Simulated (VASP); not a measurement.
# Si (I4/mmm) in VASP: further runs

Runs on Si. Level: PBE. Tasks: single point.

Program: VASP 6.6.1. These are calculated values, not measurements. Logs are shortened: lines on timing, memory, paths and dates and some standing lists are left out, and cuts for length are marked.

## (1) The structure

Symmetry: I4/mmm, No. 139, tetragonal system. The conventional cell has a = 3.254 Å, b = 3.254 Å, c = 2.641 Å, α = 90.00°, β = 90.00°, γ = 90.00°. Around Si (site symmetry 4/mmm) lie 10 Si at 2.64 to 2.65 Å.

This isn't the form of Si at room conditions, which is diamond.

## (2) Single point, PBE

INCAR

```
SYSTEM = Si
  ALGO = Fast
  EDIFF = 1E-6
  ENCUT = 400
  GGA = PE
  ISIF = 2
  ISMEAR = 0
  LASPH = .TRUE.
  LCHARG = .FALSE.
  LREAL = .FALSE.
  LWAVE = .FALSE.
  NBANDS = 8
  NELM = 80
  PREC = Accurate
  SIGMA = 0.02
```

KPOINTS

```
k-points
0
G
  5 5 5
  0 0 0
```

POSCAR

```
Si
1.0
   -1.6269149300      1.6269149300      1.3203298500
    1.6269149300     -1.6269149300      1.3203298500
    1.6269149300      1.6269149300     -1.3203298500
Si
1
Direct
    0.0000000000      0.0000000000      0.0000000000
```

Potentials or basis: VASP PAW PBE potentials, release 64 (Si_GW).

Launch:

```
cat potpaw_PBE.64/Si_GW/POTCAR > POTCAR
mpirun -np 1 vasp_std > vasp.out
```

OUTCAR:

```text
SYSTEM = Si
   EDIFF = 1E-6
   ENCUT = 400
   GGA = PE
   ISIF = 2
   ISMEAR = 0
   LASPH = .TRUE.
   LREAL = .FALSE.
   NELM = 80
   PREC = Accurate

 ion  position               nearest neighbor table
   1  0.000  0.000  0.000-

  LATTYP: Found a body centered tetragonal cell.
 ALAT       =     3.2538298600
 C/A-ratio  =     0.8115543263

  Lattice vectors:

 A1 = (  -1.6269149300,   1.6269149300,   1.3203298500)
 A2 = (   1.6269149300,  -1.6269149300,   1.3203298500)
 A3 = (   1.6269149300,   1.6269149300,  -1.3203298500)

Analysis of symmetry for initial positions (statically):
=====================================================================
 Subroutine PRICEL returns:
 Original cell was already a primitive cell.

 Routine SETGRP: Setting up the symmetry group for a
 body centered tetragonal supercell.

 Subroutine GETGRP returns: Found 16 space group operations
 (whereof 16 operations were pure point group operations)
 out of a pool of 16 trial point group operations.

The static configuration has the point symmetry D_4h.

Analysis of symmetry for dynamics (positions and initial velocities):
=====================================================================
 Subroutine PRICEL returns:
 Original cell was already a primitive cell.

 Routine SETGRP: Setting up the symmetry group for a
 body centered tetragonal supercell.

 Subroutine GETGRP returns: Found 16 space group operations
 (whereof 16 operations were pure point group operations)
 out of a pool of 16 trial point group operations.

The dynamic configuration has the point symmetry D_4h.

 Subroutine INISYM returns: Found 16 space group operations
 (whereof 16 operations are pure point group operations),
 and found     1 'primitive' translations

----------------------------------------------------------------------------------------

                                     Primitive cell

  volume of cell :      13.9789

  direct lattice vectors                    reciprocal lattice vectors
    -1.626914930  1.626914930  1.320329850     0.000000000  0.307330144  0.378693249
     1.626914930 -1.626914930  1.320329850     0.307330144  0.000000000  0.378693249
     1.626914930  1.626914930 -1.320329850     0.307330144  0.307330144  0.000000000

  length of vectors
     2.652729781  2.652729781  2.652729781     0.487709334  0.487709334  0.434630458

[... 73 lines left out ...]
   EDIFFG = 0.1E-04   stopping-criterion for IOM
   NSW    =      0    number of steps for IOM
   IBRION =     -1    ionic relax: 0-MD 1-quasi-New 2-CG
   NFREE  =      0    steps in history (QN), initial steepest desc. (CG)
   ISIF   =      2    stress and relaxation
   ISYM   =      2    0-nonsym 1-usesym 2-fastsym
   POTIM  = 0.5000    time-step for ionic-motion
   TEBEG  =    0.0;   TEEND  =   0.0 temperature during run
   PSTRESS=    0.0 pullay stress
   NELECT =       4.0000    total number of electrons
   NUPDOWN=      -1.0000    fix difference up-down
   EMIN   =  10.00;   EMAX   =-10.00  energy-range for DOS
   EFERMI =   0.00;   METHOD = LEGACY
   ISMEAR =     0;   SIGMA  =   0.02  broadening in eV -4-tet -1-fermi 0-gaus
   EFERMI_NEDOS =   21; number of points for ismear=-14 and -15
   IALGO  =     68    algorithm
   IMIX   =      4    mixing-type and parameters
     AMIX     =   0.40;   BMIX     =  1.00
     AMIX_MAG =   1.60;   BMIX_MAG =  1.00
  volume/ion in A,a.u.               =      13.98        94.33
  Fermi-wavevector in a.u.,A,eV,Ry     =   1.078791  2.038620 15.834335  1.163791
  Thomas-Fermi vector in A             =   2.214739
   LORBIT       =      0    0 simple, 1 ext, 2 COOP (PROOUT), +10 PAW based schemes
   GGA     = PE    functional components
   LHFCALC =     F    Hartree Fock is set to
   AEXX    =    0.0000 exact exchange contribution
   IVDW    =     0    specifies the selected vdW correction
   LEPSILON=     F    determine dielectric tensor
   LRPA    =     F    only Hartree local field effects (RPA)
 non-spin polarized calculation
 RMM-DIIS sequential band-by-band and
 Gauss-broadening in eV      SIGMA  =   0.02
  energy-cutoff  :      400.00
  volume of cell :       13.98
 maximum number of plane-waves:       265
 NGX is ok and might be reduce to    18
   NGX =  9   NGY =  9   NGZ =  9

 number of electron       4.0000000 magnetization

 Free energy of the ion-electron system (eV)
  ---------------------------------------------------
  ext. energy  EPLUGINS =         0.00000000
  ---------------------------------------------------
  free energy    TOTEN  =        -4.76011780 eV

  energy without entropy =       -4.75993726  energy(sigma->0) =       -4.76002753

 E-fermi :   9.6280     XC(G=0): -11.3027

 val. band max:        9.3785671054   @ k =  -0.4000   0.2000   0.0000
 cond. band min:       9.6280436729   @ k =  -0.4000  -0.4000   0.4000
 fundamental gap:      0.2494765675
 Fermi energy:         9.6280436729

 k-point     1 :       0.0000    0.0000    0.0000
  band No.  band energies     occupation
      1      -4.6823      2.00000
      2      19.6349      0.00000
      3      20.2363      0.00000
      4      20.2363      0.00000
      5      23.0692      0.00000
      6      24.0153      0.00000
      7      25.2942      0.00000
      8      25.2942      0.00000
[... 177 lines left out ...]
 k-point    18 :      -0.4000   -0.4000    0.4000
  band No.  band energies     occupation
      1       8.1342      2.00000
      2       8.4217      2.00000
      3       8.4217      2.00000
      4       9.6280      1.00000
      5      12.0652      0.00000
      6      23.6625      0.00000
      7      31.8133      0.00000
      8      31.8153      0.00000

------------------------ aborting loop because EDIFF is reached ----------------------------------------

  FORCE on cell =-STRESS in cart. coord.  units (eV):
  Direction    XX          YY          ZZ          XY          YZ          ZX
  --------------------------------------------------------------------------------------
  -------------------------------------------------------------------------------------
  Total        0.9489690      0.9489690      0.0182634      0.0000000     -0.0000000      0.0000000
  in kB      108.7653300    108.7653300      2.0932404      0.0000000     -0.0000000      0.0000000
  external PRESSURE =      73.2079668 kB  Pullay stress =       0.0000000 kB

 VOLUME and BASIS-vectors are now :
 -----------------------------------------------------------------------------
  energy-cutoff  :      400.00
  volume of cell :       13.98
      direct lattice vectors                 reciprocal lattice vectors
    -1.626914930  1.626914930  1.320329850     0.000000000  0.307330144  0.378693249
     1.626914930 -1.626914930  1.320329850     0.307330144  0.000000000  0.378693249
     1.626914930  1.626914930 -1.320329850     0.307330144  0.307330144  0.000000000

 POSITION                                       TOTAL-FORCE (eV/Angst)
 -----------------------------------------------------------------------------------
      0.00000      0.00000      0.00000        -0.000000     -0.000000      0.000000
 -----------------------------------------------------------------------------------
    total drift:                                0.000000      0.000000     -0.000000

  FREE ENERGIE OF THE ION-ELECTRON SYSTEM (eV)
  ---------------------------------------------------
  free  energy   TOTEN  =        -4.7601177975 eV

  energy  without entropy=       -4.7599372568  energy(sigma->0) =       -4.76002753
```

OSZICAR:

```text
N       E                     dE             d eps       ncg     rms          rms(c)
DAV:   1    -0.308510882956E+01   -0.30851E+01   -0.26508E+03   336   0.470E+02
DAV:   2    -0.476642855875E+01   -0.16813E+01   -0.15967E+01   424   0.252E+01
DAV:   3    -0.478045739633E+01   -0.14029E-01   -0.14029E-01   320   0.228E+00
DAV:   4    -0.478061716173E+01   -0.15977E-03   -0.15977E-03   496   0.213E-01
DAV:   5    -0.478061722103E+01   -0.59300E-07   -0.58355E-07   336   0.388E-03    0.857E-01
RMM:   6    -0.476786488666E+01    0.12752E-01   -0.11169E-03   341   0.361E-01    0.527E-01
RMM:   7    -0.476003084920E+01    0.78340E-02   -0.71290E-03   384   0.635E-01    0.340E-02
RMM:   8    -0.476011975007E+01   -0.88901E-04   -0.94123E-04   402   0.171E-01    0.275E-02
RMM:   9    -0.476013144599E+01   -0.11696E-04   -0.53520E-05   408   0.729E-02    0.205E-02
RMM:  10    -0.476011782450E+01    0.13621E-04   -0.17450E-05   409   0.390E-02    0.228E-03
RMM:  11    -0.476011779749E+01    0.27017E-07   -0.38761E-06   348   0.163E-02
   1 F= -.47601178E+01 E0= -.47600275E+01  d E =-.180541E-03
```

stdout:

```text
POSCAR found type information on POSCAR Si
 POSCAR found :  1 types and       1 ions
 scaLAPACK will be used
 LDA part: xc-table for (Slater+PW92), standard interpolation
 POSCAR, INCAR and KPOINTS ok, starting setup
 FFT: planning ... GRIDC
 FFT: planning ... GRID_SOFT
 FFT: planning ... GRID
 WAVECAR not read
 entering main loop
```

Run time: 1.6 s. Hardware: 1 thread of AMD EPYC 9R45 (Zen 5), shared host; peak memory 0.08 GiB.

What came out:

```yaml
Free_energy: -4.7601 eV
Pressure: 7.3 GPa
Band_gap_on_the_k_mesh: none (metal or under the smearing width)
```

Stress tensor (GPa, compression positive):
```
10.88  0.00  0.00
 0.00 10.88  0.00
 0.00  0.00  0.21
```

Caveat: the k mesh is coarse (spacing up to 0.61 Å⁻¹), so the values aren't converged.

## (3) Single point, PBE

INCAR

```
SYSTEM = Si
PREC = Accurate
ENCUT = 500
EDIFF = 1E-6
ISMEAR = 0
SIGMA = 0.02
LREAL = .FALSE.
LASPH = .TRUE.
NELM = 100
ALGO = Fast
ISIF = 2
LWAVE = .FALSE.
LCHARG = .FALSE.
GGA = PE
NBANDS = 8
```

KPOINTS

```
Automatic mesh
0
G
  5 5 5
  0 0 0
```

POSCAR is that of step 2.

Potentials or basis: VASP PAW PBE potentials, release 64 (Si_GW).

Launch:

```
cat potpaw_PBE.64/Si_GW/POTCAR > POTCAR
mpirun -np 1 vasp_std > vasp.out
```

OUTCAR:

```text
SYSTEM = Si
   PREC = Accurate
   ENCUT = 500
   EDIFF = 1E-6
   ISMEAR = 0
   LREAL = .FALSE.
   LASPH = .TRUE.
   NELM = 100
   ISIF = 2
   GGA = PE

 ion  position               nearest neighbor table
   1  0.000  0.000  0.000-

  LATTYP: Found a body centered tetragonal cell.
 ALAT       =     3.2538298600
 C/A-ratio  =     0.8115543263

  Lattice vectors:

 A1 = (  -1.6269149300,   1.6269149300,   1.3203298500)
 A2 = (   1.6269149300,  -1.6269149300,   1.3203298500)
 A3 = (   1.6269149300,   1.6269149300,  -1.3203298500)

Analysis of symmetry for initial positions (statically):
=====================================================================
 Subroutine PRICEL returns:
 Original cell was already a primitive cell.

 Routine SETGRP: Setting up the symmetry group for a
 body centered tetragonal supercell.

 Subroutine GETGRP returns: Found 16 space group operations
 (whereof 16 operations were pure point group operations)
 out of a pool of 16 trial point group operations.

The static configuration has the point symmetry D_4h.

Analysis of symmetry for dynamics (positions and initial velocities):
=====================================================================
 Subroutine PRICEL returns:
 Original cell was already a primitive cell.

 Routine SETGRP: Setting up the symmetry group for a
 body centered tetragonal supercell.

 Subroutine GETGRP returns: Found 16 space group operations
 (whereof 16 operations were pure point group operations)
 out of a pool of 16 trial point group operations.

The dynamic configuration has the point symmetry D_4h.

 Subroutine INISYM returns: Found 16 space group operations
 (whereof 16 operations are pure point group operations),
 and found     1 'primitive' translations

----------------------------------------------------------------------------------------

[... 105 lines left out ...]
  Fermi-wavevector in a.u.,A,eV,Ry     =   1.078791  2.038620 15.834335  1.163791
  Thomas-Fermi vector in A             =   2.214739
   LORBIT       =      0    0 simple, 1 ext, 2 COOP (PROOUT), +10 PAW based schemes
   GGA     = PE    functional components
   LHFCALC =     F    Hartree Fock is set to
   AEXX    =    0.0000 exact exchange contribution
   IVDW    =     0    specifies the selected vdW correction
   LEPSILON=     F    determine dielectric tensor
   LRPA    =     F    only Hartree local field effects (RPA)
 non-spin polarized calculation
 RMM-DIIS sequential band-by-band and
 Gauss-broadening in eV      SIGMA  =   0.02
  energy-cutoff  :      500.00
  volume of cell :       13.98
 maximum number of plane-waves:       363
   NGX =  9   NGY =  9   NGZ =  9

 number of electron       4.0000000 magnetization

 Free energy of the ion-electron system (eV)
  ---------------------------------------------------
  ext. energy  EPLUGINS =         0.00000000
  ---------------------------------------------------
  free energy    TOTEN  =        -4.76015404 eV

  energy without entropy =       -4.75997350  energy(sigma->0) =       -4.76006377

 E-fermi :   9.6277     XC(G=0): -11.3027

 val. band max:        9.6277407632   @ k =  -0.4000  -0.4000   0.4000
 cond. band min:      10.0449618523   @ k =   0.2000   0.2000   0.2000
 fundamental gap:      0.4172210891
 Fermi energy:         9.6277407632

 k-point     1 :       0.0000    0.0000    0.0000
  band No.  band energies     occupation
      1      -4.6824      2.00000
      2      19.6319      0.00000
      3      20.2365      0.00000
      4      20.2365      0.00000
      5      23.0600      0.00000
      6      24.0153      0.00000
      7      25.2814      0.00000
      8      25.2814      0.00000
[... 177 lines left out ...]
 k-point    18 :      -0.4000   -0.4000    0.4000
  band No.  band energies     occupation
      1       8.1340      2.00000
      2       8.4217      2.00000
      3       8.4217      2.00000
      4       9.6277      1.00000
      5      12.0646      0.00000
      6      23.6584      0.00000
      7      31.7877      0.00000
      8      31.7889      0.00000

------------------------ aborting loop because EDIFF is reached ----------------------------------------

  FORCE on cell =-STRESS in cart. coord.  units (eV):
  Direction    XX          YY          ZZ          XY          YZ          ZX
  --------------------------------------------------------------------------------------
  -------------------------------------------------------------------------------------
  Total        0.9492241      0.9492241      0.0164875      0.0000000     -0.0000000      0.0000000
  in kB      108.7945706    108.7945706      1.8897011      0.0000000     -0.0000000      0.0000000
  external PRESSURE =      73.1596141 kB  Pullay stress =       0.0000000 kB

 VOLUME and BASIS-vectors are now :
 -----------------------------------------------------------------------------
  energy-cutoff  :      500.00
  volume of cell :       13.98
      direct lattice vectors                 reciprocal lattice vectors
    -1.626914930  1.626914930  1.320329850     0.000000000  0.307330144  0.378693249
     1.626914930 -1.626914930  1.320329850     0.307330144  0.000000000  0.378693249
     1.626914930  1.626914930 -1.320329850     0.307330144  0.307330144  0.000000000

 POSITION                                       TOTAL-FORCE (eV/Angst)
 -----------------------------------------------------------------------------------
      0.00000      0.00000      0.00000         0.000000      0.000000      0.000000
 -----------------------------------------------------------------------------------
    total drift:                                0.000000      0.000000      0.000000

  FREE ENERGIE OF THE ION-ELECTRON SYSTEM (eV)
  ---------------------------------------------------
  free  energy   TOTEN  =        -4.7601540421 eV

  energy  without entropy=       -4.7599735014  energy(sigma->0) =       -4.76006377
```

OSZICAR:

```text
N       E                     dE             d eps       ncg     rms          rms(c)
DAV:   1    -0.326471079547E+01   -0.32647E+01   -0.27126E+03   360   0.499E+02
DAV:   2    -0.476853248719E+01   -0.15038E+01   -0.13630E+01   440   0.245E+01
DAV:   3    -0.478057559063E+01   -0.12043E-01   -0.12043E-01   304   0.213E+00
DAV:   4    -0.478065757288E+01   -0.81982E-04   -0.81982E-04   512   0.178E-01
DAV:   5    -0.478065759552E+01   -0.22643E-07   -0.23286E-07   304   0.345E-03    0.857E-01
RMM:   6    -0.476790349160E+01    0.12754E-01   -0.11184E-03   345   0.364E-01    0.527E-01
RMM:   7    -0.476014509525E+01    0.77584E-02   -0.79371E-03   405   0.640E-01    0.376E-02
RMM:   8    -0.476016659640E+01   -0.21501E-04   -0.21856E-04   391   0.118E-01    0.335E-02
RMM:   9    -0.476015885549E+01    0.77409E-05   -0.36529E-05   404   0.782E-02    0.186E-02
RMM:  10    -0.476015372377E+01    0.51317E-05   -0.22658E-05   415   0.435E-02    0.528E-03
RMM:  11    -0.476015404210E+01   -0.31833E-06   -0.32981E-06   343   0.159E-02
   1 F= -.47601540E+01 E0= -.47600638E+01  d E =-.180541E-03
```

Wall time 1.8 s (1 thread of AMD EPYC 9R45 (Zen 5), shared host); peak memory 0.09 GiB.

What came out:

| Quantity | Value |
| --- | --- |
| Free energy | -4.7602 eV |
| Pressure | 7.3 GPa |
| Band gap on the k mesh | none (metal or under the smearing width) |

Stress tensor (GPa, compression positive):
```
10.88  0.00  0.00
 0.00 10.88  0.00
 0.00  0.00  0.19
```

Levels at points of the mesh, in eV from the Fermi level:
```csv
k point,band 1,band 2,band 3,band 4,band 5,band 6
"(0.00, 0.00, 0.00)",-14.31,10.00,10.61,10.61,13.43,14.39
```

Caveat: the k mesh is coarse (spacing up to 0.61 Å⁻¹), so the values aren't converged.

## (4) Single point, PBE

INCAR

```
SYSTEM = Si
ALGO     = Fast           ! electronic algorithm
EDIFF    = 1E-7           ! SCF threshold, eV
ENCUT    = 500            ! plane-wave cutoff, eV
GGA      = PE             ! functional
ISIF     = 2              ! what is computed and relaxed
ISMEAR   = 0              ! smearing method
LASPH    = .TRUE.         ! aspherical terms in the spheres
LCHARG   = .FALSE.        ! write CHGCAR
LREAL    = .FALSE.        ! projectors in reciprocal space
LWAVE    = .FALSE.        ! write WAVECAR
NBANDS   = 8              ! bands
NELM     = 100            ! most SCF steps
PREC     = Accurate       ! precision mode
SIGMA    = 0.02           ! smearing width, eV
```

KPOINTS

```
k-points
0
G
  8 8 8
  0 0 0
```

POSCAR is that of step 3.

Launch:

```
cat potpaw_PBE.64/Si_GW/POTCAR > POTCAR
mpirun -np 1 vasp_std > vasp.out
```

Wall time 6.6 s (1 thread of Intel Xeon Platinum 8488C (Sapphire Rapids), shared host); peak memory 0.12 GiB.

The run converged. Its results:

```
Free energy            : -4.9731 eV
Pressure               : 3.8 GPa
Band gap on the k mesh : none (metal or under the smearing width)
```

Stress tensor (GPa, compression positive):
```
 6.75  0.00  0.00
 0.00  6.75  0.00
 0.00  0.00 -1.99
```

Levels at points of the mesh, in eV from the Fermi level:
```csv
k point,band 1,band 2,band 3,band 4,band 5,band 6,band 7
"(0.00, 0.00, 0.00)",-14.97,9.35,9.95,9.95,12.78,13.72,15.00
"(0.50, 0.00, 0.00)",-6.68,-6.30,4.60,6.08,6.39,9.10,18.50
"(0.50, 0.50, 0.00)",-8.76,-7.64,8.86,11.26,11.55,11.59,17.04
"(0.50, 0.50, 0.50)",-2.62,-2.62,-1.67,0.94,3.98,6.36,24.92
```

Caveat: the k mesh is coarse (spacing up to 0.38 Å⁻¹), so the values aren't converged.

## (5) The reference run

An earlier run on the cell as given: functional PBE; potentials or basis VASP PAW PBE potentials, release 64 (Si); cutoff 520 eV; k mesh 13 × 13 × 13; occupations fermi-dirac, width 0.05 eV; no spin polarisation.

- Pressure: 3.5 GPa
- Band gap on the k mesh: none (metal or under the smearing width)

## (6) Summary

```csv
potentials or basis,k mesh,cutoff (eV),smearing,mesh quality,gap on the mesh (eV),pressure (GPa)
"VASP PAW PBE potentials, release 64 (Si_GW)",5 × 5 × 5,400,gaussian 0.02 eV,coarse,none,7.3
"VASP PAW PBE potentials, release 64 (Si_GW)",5 × 5 × 5,500,gaussian 0.02 eV,coarse,none,7.3
"VASP PAW PBE potentials, release 64 (Si_GW)",8 × 8 × 8,500,gaussian 0.02 eV,coarse,none,3.8
"VASP PAW PBE potentials, release 64 (Si)",13 × 13 × 13,520,fermi-dirac 0.05 eV,not flagged,none,3.5
```

Alike in all rows: task single point; level PBE; no spin polarisation; cell as given.

Caveats: some runs use coarse meshes.

Absolute energies hang on the potentials; compare differences alone.
